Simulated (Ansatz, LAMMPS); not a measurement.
# Al2O3 with crystalline order left by the classical run (155 atoms): a single point

Wanted: forces, charges and levels of Al2O3 with crystalline order left by the classical run (155 atoms).

Program: Ansatz 0.2.0. Level of theory: Kohn-Sham DFT, PBE, PAW (set soft_2), plane waves. Results are calculated unless marked as measured.

**Experiments to compare with.** The mean number of oxygen atoms around aluminium in anodized alumina glass was determined from the peak areas of a solid-state aluminium NMR spectrum (“Structure of alumina glass”, 2022, PMC8752723): number of O about Al 4.73.

### 1. The starting structure

The cell holds 155 atoms: 62 Al and 93 O. Cell: a = 11.340 Å, b = 11.340 Å, c = 11.340 Å, α = 90.0°, β = 90.0°, γ = 90.0°. 155 atoms (62 Al, 93 O) placed at random at 3.6 g/cm³, melted at 5000 K for 10 ps at fixed volume with the Morse and Coulomb pair potential with partial charges (Pedone, Malavasi, Menziani, Cormack and Segre, J. Phys. Chem. B 110, 11780 (2006)). Quenched from 5000 K to 300 K at 20 K/ps and fixed volume, held 5 ps, then minimised at fixed cell.

Before any run, some limits are plain. The quench rate of 20 K/ps is orders of magnitude faster than experiment, which tends to freeze in extra defects. The network of bonds at the start is that of the classical potential that made the cell, and needn't be the one that DFT or experiment would give. The Brillouin zone is sampled at Γ only, in a cell whose shortest periodic width is 11 Å.

### 2. The classical run that made the cell

A classical potential makes the cell, at a small fraction of what the same run would cost in DFT.

This step: classical MD, Morse and Coulomb pair potential with partial charges (Pedone, Malavasi, Menziani, Cormack and Segre, J. Phys. Chem. B 110, 11780 (2006)) (LAMMPS 22 Jul 2025 - Update 4).

Contents of in.lmp:

```
# melt-quench of Al62O93
units metal
atom_style charge
boundary p p p
region box block 0 11.3402 0 11.3402 0 11.3402
create_box 2 box
mass 1 26.9815   # Al
mass 2 15.9990   # O
create_atoms 1 random 62 207889 NULL overlap 1.5 maxtry 2000
create_atoms 2 random 93 207896 NULL overlap 1.5 maxtry 2000
pair_style hybrid/overlay pedone 5.5 coul/long 8.0
pair_coeff * * coul/long
pair_coeff 1 2 pedone 0.361581 1.900442 2.164818 0.9   # Al-O
pair_coeff 2 2 pedone 0.042395 1.379316 3.618701 22   # O-O
set type 1 charge 1.8
set type 2 charge -1.2
kspace_style pppm 1.0e-4
neigh_modify delay 0 every 1 check yes
thermo_style custom step time temp pe press density
thermo_modify norm yes
timestep 0.002
thermo 100
min_style cg
minimize 1e-4 1e-4 200 2000
reset_timestep 0
velocity all create 5000 207890 mom yes dist gaussian
fix lim all nve/limit 0.05
fix lan all langevin 5000 5000 0.2 207891 zero yes
thermo 500
run 1000 post no
unfix lim
unfix lan
thermo 833
fix md all nvt temp 5000 5000 0.2
run 5000 post no
unfix md
thermo 11750
fix md all nvt temp 5000 300 0.2
run 117500 post no
unfix md
thermo 1250
fix md all nvt temp 300 300 0.2
run 2500 post no
unfix md
thermo 100
min_style cg
minimize 0 1e-3 2000 20000
write_dump all custom glass.dump id type xs ys zs modify sort id
```

The run is started by

```sh
$ lmp -in in.lmp -log none -nocite
```

Numbers of over 12 decimals in the logs are rounded to 6 here.

The log of the run:

```text
LAMMPS (22 Jul 2025 - Update 4)
Created orthogonal box = (0 0 0) to (11.3402 11.3402 11.3402)
Created 62 atoms
Created 93 atoms
PPPM initialization ...
  G vector (1/distance) = 0.37865956
  grid = 12 12 12
  estimated relative force accuracy = 7.2540832e-05
   Step          Time           Temp          PotEng         Press         Density
         0   0              0             -2.0210866      1161726.6      3.5989718
        80   0.16           0             -13.537013      27616.295      3.5989718
Loop time of 0.0898618 s on 1 MPI rank(s) for 80 steps with 155 atoms
Minimization stats:
  Stopping criterion = energy tolerance
  Energy initial, next-to-last, final =
     -2.02108657828282   -13.536242141153  -13.5370134518592
  Force two-norm initial, final = 398.42164 1.9112903
  Iterations, force evaluations = 80 107
   Step          Time           Temp          PotEng         Press         Density
         0   0              5000          -13.537013      100513.74      3.5989718
       500   1              2314.4031     -13.312716      52450.61       3.5989718
      1000   2              2168.9725     -13.313237      58106.979      3.5989718
Loop time of 0.647331 s on 1 MPI rank(s) for 1000 steps with 155 atoms
   Step          Time           Temp          PotEng         Press         Density
[... 2 lines left out ...]
      2499   4.998          5256.6485     -12.874101      210997.93      3.5989718
      3332   6.664          5318.931      -12.846357      229643.12      3.5989718
      4165   8.33           5011.9237     -12.863934      213904.22      3.5989718
      4998   9.996          5070.3776     -12.778722      246677.56      3.5989718
      5831   11.662         4875.7101     -12.77385       268304.94      3.5989718
[... 1 line left out ...]
Loop time of 3.44847 s on 1 MPI rank(s) for 5000 steps with 155 atoms
   Step          Time           Temp          PotEng         Press         Density
[... 12 lines left out ...]
Loop time of 75.5602 s on 1 MPI rank(s) for 117500 steps with 155 atoms
   Step          Time           Temp          PotEng         Press         Density
[... 2 lines left out ...]
    125000   250            274.24228     -13.649928     -61243.809      3.5989718
    126000   252            297.18143     -13.654037     -69876.376      3.5989718
Loop time of 1.45924 s on 1 MPI rank(s) for 2500 steps with 155 atoms
   Step          Time           Temp          PotEng         Press         Density
    126000   252            297.18143     -13.654037     -69876.376      3.5989718
    126012   252.024        297.18143     -13.693233     -75455.851      3.5989718
Loop time of 0.04383 s on 1 MPI rank(s) for 12 steps with 155 atoms
Minimization stats:
  Stopping criterion = linesearch alpha is zero
  Energy initial, next-to-last, final =
     -13.6540372371322  -13.6932334347182  -13.6932334347182
  Force two-norm initial, final = 15.124499 0.57906073
  Iterations, force evaluations = 12 57
```

Wall time 81 s (1 thread of Arm Neoverse V2, shared host); peak memory 0.078 GiB.

### 3. Plane-wave single point

The electrons are solved once, with the atoms held.

Contents of input.yaml:

```yaml
crystal:
  lattice:
    - [11.3402, 0.0, 0.0]
    - [0.0, 11.3402, 0.0]
    - [0.0, 0.0, 11.3402]
  atoms:
    - { symbol: Al, position: [0.14992, 0.91733, 0.64173] }
    - { symbol: Al, position: [0.11758, 0.45407, 0.62948] }
    - { symbol: Al, position: [0.52477, 0.10039, 0.45453] }
    - { symbol: Al, position: [0.0481, 0.95574, 0.19074] }
    - { symbol: Al, position: [0.01551, 0.68467, 0.72764] }
    - { symbol: Al, position: [0.50764, 0.74595, 0.2137] }
    - { symbol: Al, position: [0.5402, 0.02211, 0.16465] }
    - { symbol: Al, position: [0.61839, 0.22397, 0.67162] }
    - { symbol: Al, position: [0.6582, 0.05643, 0.89748] }
    - { symbol: Al, position: [0.30605, 0.80214, 0.41548] }
    - { symbol: Al, position: [0.74255, 0.319, 0.86677] }
    - { symbol: Al, position: [0.39366, 0.2715, 0.30729] }
    - { symbol: Al, position: [0.77081, 0.97689, 0.38129] }
    - { symbol: Al, position: [0.8961, 0.69958, 0.28425] }
    - { symbol: Al, position: [0.39322, 0.64316, 0.01572] }
    - { symbol: Al, position: [0.28145, 0.05199, 0.40256] }
    - { symbol: Al, position: [0.91705, 0.01824, 0.70242] }
    - { symbol: Al, position: [0.75116, 0.14762, 0.13069] }
    - { symbol: Al, position: [0.02458, 0.10332, 0.44165] }
    - { symbol: Al, position: [0.53588, 0.47676, 0.17896] }
    - { symbol: Al, position: [0.01915, 0.85085, 0.45319] }
    - { symbol: Al, position: [0.68405, 0.59854, 0.33396] }
    - { symbol: Al, position: [0.5968, 0.54247, 0.55361] }
    - { symbol: Al, position: [0.25447, 0.54626, 0.82935] }
    - { symbol: Al, position: [0.26084, 0.79795, 0.81374] }
    - { symbol: Al, position: [0.91094, 0.608, 0.99558] }
    - { symbol: Al, position: [0.15154, 0.1913, 0.64059] }
    - { symbol: Al, position: [0.37355, 0.53817, 0.35068] }
    - { symbol: Al, position: [0.50381, 0.27991, 0.02943] }
    - { symbol: Al, position: [0.92566, 0.87294, 0.9698] }
    - { symbol: Al, position: [0.6026, 0.80669, 0.97583] }
    - { symbol: Al, position: [0.65337, 0.3241, 0.35754] }
    [... 117 atom lines left out ...]
    - { symbol: O, position: [0.11622, 0.79801, 0.74986] }
    - { symbol: O, position: [0.89752, 0.89328, 0.80843] }
    - { symbol: O, position: [0.24913, 0.91576, 0.92206] }
    - { symbol: O, position: [0.02643, 0.24297, 0.97609] }
    - { symbol: O, position: [0.00182, 0.9506, 0.58314] }
    - { symbol: O, position: [0.86043, 0.10456, 0.40252] }
kpoints:
  mp_grid: { grid: [1, 1, 1] }
hamiltonian:
  xc: pbe
scf:
  occupations: { method: fixed }
output:
  forces: true
  stress: true
  populations: true
  dos:
    method: { smearing: { sigma: 0.08 } }
    de: 0.1
    projected: { site_lists: { Al: [Al], O: [O] } }
  eigenvalues: true
  write_density: true
  write_potential: true
  volumetric_format: npy
```

The run is started by

```sh
$ ansatz run input.yaml --threads 8 --pin off --max-ram 15872MiB --backend cpu --events-out ev --progress --plain --runs-dir out
```

The log of the run:

```text
Engine: ansatz 0.2.0, aarch64-unknown-linux-gnu
Pseudopotentials: kind: paw
Pseudopotential: Al, paw, valence charge 3, recommended cutoff 420 eV (normal), Al.paw.azcp
Pseudopotential: O, paw, valence charge 6, recommended cutoff 420 eV (normal), O.paw.azcp
[... 5 lines on functional and potentials left out ...]
Crystal: 155 atoms, lattice volume = 1458.351 Å³
Basis set: ecut = 420 eV, 28425 PW (Γ), exchange–correlation on 160×160×160 points (8 copies of the dense FFT grid, shifted against one another)
Bands: 527, of which v1, the nominal top of the filled ones, is band 372 counted from 1 (371 counted from 0)
Symmetry: 1 space group operations
Space group: P1 (ITA 1), of the structure as read, at distance tolerance 1.1e-4 Å
k-points: 1
[... 5 lines on functional and potentials left out ...]
Initial density: superposition of atomic densities (neutral atoms: chi_scale 0, normalization atom), corrected by the library's trained network
Initial wavefunctions: pseudopotential atomic-orbital guess
Functional: x = pbe(κ = 0.804, μ = 0.219515), c = pbe(β = 0.066725)
SCF iter   1: F=—  HF=-86306.281988 eV  |F-HF|=—  |Δ(HF+E_count)|=         —  Δρ=2.57e-3  dr2=2.12e-1  ethr=1.77e-3  ⟨swp⟩=5.0  Hψ=1909  notcnv=0  defer=150
preconditioner: auto → Resta (q_TF=auto, 2.439 Å⁻¹)  ε∞=3.6  [insulator: Δε(μ)=4.076 eV  Ē_g=16.400 eV  n_scr=364 (ndim 8)  ℏωp=26.5 eV  f_vac=0.000  ε∞_Penn≈3.6]
SCF iter   2: F=—  HF=-86306.241881 eV  |F-HF|=—  |Δ(HF+E_count)|=   4.01e-2  Δρ=1.34e-3  dr2=4.83e-2  ethr=2.85e-5  ⟨swp⟩=2.0  Hψ=978  notcnv=0  defer=153
SCF iter   3: F=—  HF=-86306.237229 eV  |F-HF|=—  |Δ(HF+E_count)|=   4.65e-3  Δρ=5.78e-4  dr2=9.63e-3  ethr=6.49e-6  ⟨swp⟩=2.0  Hψ=661  notcnv=0  defer=153
SCF iter   4: F=—  HF=-86306.235503 eV  |F-HF|=—  |Δ(HF+E_count)|=   1.73e-3  Δρ=2.08e-4  dr2=5.25e-4  ethr=1.29e-6  ⟨swp⟩=2.0  Hψ=667  notcnv=0  defer=153
SCF iter   5: F=—  HF=-86306.235495 eV  |F-HF|=—  |Δ(HF+E_count)|=   8.73e-6  Δρ=1.12e-4  dr2=1.34e-4  ethr=7.06e-8  ⟨swp⟩=2.0  Hψ=666  notcnv=0  defer=151
SCF iter   6: F=—  HF=-86306.235462 eV  |F-HF|=—  |Δ(HF+E_count)|=   3.27e-5  Δρ=2.22e-5  dr2=4.99e-6  ethr=1.80e-8  ⟨swp⟩=2.0  Hψ=684  notcnv=0  defer=148
SCF iter   7: F=—  HF=-86306.233595 eV  |F-HF|=—  |Δ(HF+E_count)|=   1.87e-3  Δρ=1.04e-5  dr2=9.77e-7  ethr=6.71e-10  ⟨swp⟩=2.0  Hψ=899  notcnv=0  defer=148
SCF iter   8: F=—  HF=-86306.233595 eV  |F-HF|=—  |Δ(HF+E_count)|=   4.14e-7  Δρ=4.49e-6  dr2=2.12e-7  ethr=1.31e-10  ⟨swp⟩=2.0  Hψ=746  notcnv=0  defer=148
SCF iter   9: F=-86306.233595 eV  HF=-86306.233595 eV  |F-HF|=1.20e-8  |Δ(HF+E_count)|=   2.25e-8  Δρ=1.45e-6  dr2=2.23e-8  ethr=1.34e-11  ⟨swp⟩=25.0  Hψ=4752  notcnv=0
SCF 1 converged in 9 iterations: F = -86306.233595 eV  dr2 = 2.23e-8
  greatest PAW one-centre occupation: 0.866 electrons in one spin orbital (limit 2), on the O atom at site 86 (counted from 0), in its partial waves of l = 0
SCF converged after 9 iterations
Free energy (F): -86306.233595 eV
Harris-Foulkes:  -86306.233595 eV  (|F-HF|=1.20e-8)
Internal energy: -86306.233595 eV  (E = F + TS)
E sigma→0 (E₀):  -86306.233595 eV
Fermi energy:    7.365368 eV
--- Per-component energies (eV) ---
  E_band       = 175.863369
  E_kinetic    = 18253.798617
  E_local      = -33555.700280  (includes V_loc(G=0)·N_el)
  E_nonlocal   = 5051.094790
  E_hartree    = 12401.594249
  E_xc         = -9474.479779
  E_vxc        = -10752.299934  (∫ρ·V_xc dr)
  E_paw        = -43744.743861  (= ΣΔE_a)
  E_vpaw       = -3624.449038  (= ΣTr[D̂ρ^β])
  E_aug_tail   = 0.235114  (compensation charges beyond the density's cutoff)
  E_ewald      = -35238.032445
  E_smearing   = -0.000000  (= −TS)
  E_closure    = 0.000000  (closes the sum)
  Σ components = -86306.233595   (vs F -86306.233595, Δ=0.00e0)
--- Forces (eV/Å), atoms counted from 1 ---
  atom   1  Al    -0.00105196     0.19670887     0.07341348
  atom   2  Al    -0.07274469    -0.00320857    -0.00349057
  atom   3  Al    -0.13071279     0.02940798     0.14727752
  atom   4  Al    -0.18861038     0.24851447    -0.00990394
  atom   5  Al    -0.21968114    -0.41145325    -0.49354729
  atom   6  Al    -0.26582726    -0.24949042    -0.02568609
  atom   7  Al    -0.17925357     0.11984922     0.03347920
  atom   8  Al     0.87736818    -0.05330550     0.00898369
  atom   9  Al     0.26365870     0.35014433    -0.14547673
  atom  10  Al     0.45087194    -0.57174504    -0.02639720
  atom  11  Al     0.16872465    -0.00220865    -0.23652942
  atom  12  Al     0.11037953    -0.36363541     0.21978604
  atom  13  Al    -0.23391020    -0.31600184     0.36574633
  atom  14  Al    -0.43878051     0.40851867     0.22964983
[...]
atom 154  O      0.16235056     0.20934908    -0.36244680
  atom 155  O      0.80155775     0.32553786    -0.86296042
  max |Σ_I F_I| component: 1.49e-4 eV/Å
--- Stress (GPa, compression-positive) ---
        8.914068       1.263874       0.521113
        1.263875       2.050243       4.364556
        0.521113       4.364549       5.813881
  P = ⅓ Tr σ = 5.5927 GPa (55.927 kbar)
--- Band table (eV) ---
  k-point 0: bands = ["-12.6087", "-12.2256", "-12.1615", "-12.0860", [... 511 levels ...], "18.8261", "18.8364", "18.8669", "18.8832", "18.9032", "18.9316", "18.9592", "19.0144", "19.0340", "19.0522", "19.0839", "19.1254"]
--- Löwdin populations: 155 sites ---
  site symbol       q [e]
     0     Al      1.6933
     1     Al      1.7086
     2     Al      1.7334
[...]
154      O      6.8059
  spilling = 0.008149 (of n_electrons = 744.000000)
```

The job ended after 18 s (8 threads of Arm Neoverse V2, shared host; peak memory 2.2 GiB; 2.3 min of CPU time).

In the SCF lines HF is the Harris–Foulkes energy and dr2 the Hartree energy of the density residual, in eV; the loop may stop once dr2 is under the threshold and the program's other checks hold. Hψ counts applications of the Hamiltonian.

Read from the output:

```
free energy                                      : -86306.2336 eV
free energy per atom                             : -556.8144 eV/atom
SCF cycles                                       : 9
pressure                                         : 5.593 GPa
r.m.s. force component                           : 0.4062 eV/Å
longest force                                    : 1.618 eV/Å
Fermi energy                                     : 7.365 eV
gap (highest filled to lowest empty level) : 3.939 eV
spilling of the projection                       : 0.008149
```

Neighbours are counted within 2.49 Å (O-Al).

Length of the force by element and coordination:

```csv
element,coordination,atoms,mean length of the force (eV/Å),spread,least,most
Al,all,62,0.475,0.189,0.0729,0.966
Al,4,15,0.567,0.203,0.290,0.966
Al,5,21,0.463,0.205,0.0729,0.879
Al,6,26,0.432,0.143,0.127,0.710
O,all,93,0.749,0.300,0.166,1.62
O,3,52,0.720,0.245,0.241,1.34
O,4,40,0.792,0.358,0.166,1.62
O,5,1,0.542,0,0.542,0.542
```

Löwdin charges by element and coordination (they lack the spilled electrons, 0.039 e an atom on average):

```csv
element,coordination,atoms,mean charge (e),spread,least,most
Al,all,62,1.32,0.0353,1.27,1.40
Al,4,15,1.37,0.0132,1.35,1.40
Al,5,21,1.33,0.0219,1.29,1.37
Al,6,26,1.29,0.0188,1.27,1.35
O,all,93,-0.818,0.0181,-0.853,-0.778
O,3,52,-0.830,0.0097,-0.853,-0.811
O,4,40,-0.803,0.015,-0.832,-0.778
O,5,1,-0.793,0,-0.793,-0.793
```

States in the cell by windows of 1 eV, zero at the Fermi level; the larger projections on atomic orbitals stand beside the total:

```csv
from (eV),to (eV),total,O p,Al p,O s
-18,-17,88.2,0.4,14.4,70.5
-17,-16,27.8,0.1,3.5,23.4
-16,-8,0.0,0.0,0.0,0.0
-8,-7,14.8,10.9,1.1,0.3
-7,-6,57.3,42.7,5.2,1.4
-6,-5,70.1,53.7,9.4,2.0
-5,-4,76.7,62.0,9.5,2.0
-4,-3,94.4,82.0,8.4,1.5
-3,-2,108.7,100.5,5.1,0.9
-2,-1,89.6,85.7,2.0,0.5
-1,0,45.0,43.5,0.6,0.2
0,1,1.4,1.4,0.0,0.0
1,3,0.0,0.0,0.0,0.0
3,4,1.5,0.0,0.0,0.5
4,5,0.5,0.0,0.0,0.2
```

The curve was stored every 0.100 eV, coarse against its broadening of 0.08 eV, so these counts are rough.

With fixed occupations the program's Fermi level is the highest filled level; weight inside the gap is the broadening of levels at its edges.

Between -20 and -18 eV lie 70 more states.

The levels nearest the highest filled one (over half full), pooled over k-points and spins:

```csv
level less the highest filled one (eV),occupation
-0.320,2
-0.278,2
-0.207,2
-0.151,2
-0.121,2
0,2
3.94,0
5.65,0
5.72,0
5.79,0
5.86,0
6.02,0
```

Electrostatic potential energy in the ab plane at fractional z = 0.142, with atoms of Al and O within 0.2 Å of it. With pseudopotentials it is smooth inside the atoms' cores, unlike the true potential.

Ten even steps from '_' (-32 eV) to '@' (13 eV), each cell a mean:
```
++====++%%@@@@%%######==--**%%**++++++**%%@@%%%%%%%%@@@@@@@@%%##
++++++**%%%%%%**++++++**%%@@@@%%%%##****%%%%##++++**##%%++--++##
######**----**++++##**++##@@@@@@@@++____==##++****++++**______**
@@@@%%--____::**++++++**##@@@@@@%%==____--##++**##**++##--::--%%
@@@@@@**....++%%##****--::++%%%%####++++%%%%##++++++##%%@@@@@@@@
@@@@@@%%##%%%%@@@@@@++____..##**++**##%%@@@@@@%%%%%%@@@@@@@@@@@@
@@@@%%######%%@@@@@@%%==::++##******%%@@@@@@@@@@@@@@@@@@@@@@@@@@
@@@@%%%%####%%@@@@@@@@@@%%%%%%%%##%%%%@@@@@@@@@@@@@@@@@@@@%%%%@@
@@@@@@%%####%%@@@@@@@@@@@@@@@@@@@@@@@@@@@@@@@@@@@@@@@@@@**..__==
%%@@@@**..__--%%@@@@@@@@@@@@@@@@@@%%@@@@@@@@@@@@@@@@@@@@**..__--
##**##++____::%%@@@@@@**--++%%%%##**##%%@@@@@@@@@@@@@@@@@@##**##
++++++****++######%%##::__..****++++++**%%@@@@@@%%%%%%@@@@@@%%**
++++++**%%%%##++++++##++--++##++++**++**%%@@%%##++++++##%%@@%%**
******%%%%%%**++++++**%%@@@@%%##++++++##%%@@##++****++**%%##%%##
%%%%%%**----++**++**##@@@@@@@@%%%%##%%@@@@@@%%++++**++****==++%%
@@@@%%::____--%%%%%%@@@@@@@@@@@@%%@@@@@@@@@@@@##******%%%%##%%@@
####**==..::**@@@@@@%%++--**@@@@%%@@@@@@@@@@@@@@@@%%@@@@@@@@@@%%
++++++++**%%@@@@@@@@**..__--%%@@@@@@@@@@@@@@@@@@%%@@@@@@@@@@@@##
++####++**%%%%##******====##@@@@@@@@@@@@@@@@##******%%@@%%####**
++++++++##%%##++++**++**%%@@@@@@@@@@%%%%@@##++****++**##::__..++
####**++--++**++**##++++%%@@@@@@@@@@%%%%%%##++**##**++##::__..**
@@@@##..____==**++++++**%%@@@@%%******##%%%%**++++++##%%%%**##@@
%%%%##--__..**%%######****%%%%**++**++++##%%%%####%%@@@@@@@@@@@@
******####%%@@@@%%%%##::..==##++++##**++##%%@@@@@@@@@@@@@@@@@@%%
```
Columns run along a (11.3 Å; values clipped at the 3rd and 97th percentile), rows up along b (11.3 Å). Atoms in or near the plane, at fractional coordinates: Al at (0.75, 0.15), Al at (0.05, 0.22), Al at (0.28, 0.14), Al at (0.75, 0.86), O at (0.91, 0.88), O at (0.15, 0.84), O at (0.14, 0.34), O at (0.14, 0.08), O at (0.37, 0.76), O at (0.16, 0.57), O at (0.59, 0.86).

[end of part 1 of 2]

[Logs are printed without paths, hosts, clocks, repeated set-up lines and the standing remarks that a program may print on its own settings, such as how far it seeks lower states.]

[Hosts, paths, dates, database ids (printed as entryN), source tags and the programs' standing remarks are cut or masked in the printed files.]
